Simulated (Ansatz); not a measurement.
Method: DFT PBE, scalar-relativistic, plane waves, PAW in Ansatz. Several structures of Ga2S were relaxed, and the powder pattern of one of them was computed from 10° to 70° in 2θ (λ = 1.5406 Å; lines under 1 % are left out).

Cu Kα1 powder pattern (kinematic, no thermal factors).
```tsv
2θ (°)	relative intensity
22.95	10
26.56	51
37.92	100
44.79	4
46.90	15
54.71	17
60.09	1
61.83	19
68.49	33
```

Question: Which structure gives it?
A.

```cif
data_structure
_symmetry_space_group_name_H-M 'R-3m:H'
_symmetry_Int_Tables_number 166
_cell_length_a 3.6198
_cell_length_b 3.6198
_cell_length_c 15.9064
_cell_angle_alpha 90.000
_cell_angle_beta 90.000
_cell_angle_gamma 120.000
_cell_volume 180.50
loop_
_atom_site_label
_atom_site_type_symbol
_atom_site_symmetry_multiplicity
_atom_site_Wyckoff_symbol
_atom_site_fract_x
_atom_site_fract_y
_atom_site_fract_z
_atom_site_occupancy
Ga1 Ga 6 c 0.66667 0.33333 0.10205 1
S1 S 3 a 0.00000 0.00000 0.00000 1
```

B.

```cif
data_structure
_symmetry_space_group_name_H-M 'P4_2/mnm'
_symmetry_Int_Tables_number 136
_cell_length_a 9.3333
_cell_length_b 9.3333
_cell_length_c 3.5690
_cell_angle_alpha 90.000
_cell_angle_beta 90.000
_cell_angle_gamma 90.000
_cell_volume 310.90
loop_
_atom_site_label
_atom_site_type_symbol
_atom_site_symmetry_multiplicity
_atom_site_Wyckoff_symbol
_atom_site_fract_x
_atom_site_fract_y
_atom_site_fract_z
_atom_site_occupancy
Ga1 Ga 4 f 0.36452 0.36452 0.00000 1
S1 S 2 a 0.00000 0.00000 0.00000 1
```

C.

```cif
data_structure
_symmetry_space_group_name_H-M 'Fm-3m'
_symmetry_Int_Tables_number 225
_cell_length_a 6.7056
_cell_length_b 6.7056
_cell_length_c 6.7056
_cell_angle_alpha 90.000
_cell_angle_beta 90.000
_cell_angle_gamma 90.000
_cell_volume 301.52
loop_
_atom_site_label
_atom_site_type_symbol
_atom_site_symmetry_multiplicity
_atom_site_Wyckoff_symbol
_atom_site_fract_x
_atom_site_fract_y
_atom_site_fract_z
_atom_site_occupancy
Ga1 Ga 8 c 0.25000 0.75000 0.75000 1
S1 S 4 a 0.00000 0.00000 0.00000 1
```

D.

```cif
data_structure
_symmetry_space_group_name_H-M 'P6/mmm'
_symmetry_Int_Tables_number 191
_cell_length_a 5.0569
_cell_length_b 5.0569
_cell_length_c 2.5260
_cell_angle_alpha 90.000
_cell_angle_beta 90.000
_cell_angle_gamma 120.000
_cell_volume 55.94
loop_
_atom_site_label
_atom_site_type_symbol
_atom_site_symmetry_multiplicity
_atom_site_Wyckoff_symbol
_atom_site_fract_x
_atom_site_fract_y
_atom_site_fract_z
_atom_site_occupancy
Ga1 Ga 2 d 0.33333 0.66667 0.50000 1
S1 S 1 b 0.00000 0.00000 0.50000 1
```

Answer: C. Its strongest line, at 2θ = 37.92°, has d = λ/(2 sin θ) = 2.371 Å and is the (2 2 0) reflection of the conventional Fm-3m cell with a = 6.706 Å. The others have their strongest lines at 36.5° (A); 13.4° (B); 35.5° (D).

The cells needn't be stable.
